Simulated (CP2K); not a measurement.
## ZnS under changes of volume

One of the cells (19.727 Å³/atom); the others are scaled copies at fixed shape and fractional positions:

```
CELL_PARAMETERS angstrom
3.82121 0.00000 0.00000
1.91060 3.30926 0.00000
1.91060 1.10309 3.12000
ATOMIC_POSITIONS crystal
Zn 0.75000 0.75000 0.75000
S 0.00000 0.00000 0.00000
```

| Property | Result |
| --- | --- |
| Program | CP2K 2026.2 |
| Functional | SCAN |
| Dispersion | D4 |
| Potentials or basis | POTENTIAL_UZH Zn GTH-SCAN-q12, S GTH-SCAN-q6; TZVP-MOLOPT-SCAN-GTH basis |
| Density cutoff | 9184 eV |
| k mesh | 9 × 9 × 9 |
| Occupations | fermi-dirac, width 0.0259 eV |
| Spin | no spin polarisation |

```tsv
volume (Å³/atom)	energy over the lowest point (meV/atom)	pressure (GPa)	gap on the mesh (eV)
18.543	?	?	?
18.938	3.01	2.1	2.73
19.332	0.00	0.4	2.63
19.727	1.11	-1.2	2.54
20.121	7.14	-2.8	2.44
20.516	15.71	-4.1	2.36
20.910	27.25	-5.2	2.27
```

Q: What does the run at 18.543 Å³/atom give?

A: Energy over the lowest point 10.62 meV/atom; pressure 4.1 GPa; gap on the mesh 2.83 eV.

Worked out: A Birch-Murnaghan fit of order 3 (a polynomial in V^(-2/3)) to the other rows has its minimum at 19.39 Å³/atom with B0 = V·E''(V) = 93 GPa (rough, since the energies scatter). It gives 12.05 meV/atom at 18.543 Å³/atom, against the run's 10.62, and -dE/dV = 5.0 GPa, against 4.1. A straight line through the other rows of the gap, of slope -4.63 eV per unit of ln V (its deformation potential), extrapolates to 2.82 eV, against the run's 2.83.

Energies are extrapolated to zero smearing.

Caveats: the basis of atomic orbitals isn't converged, which shifts pressures, moduli and gaps.
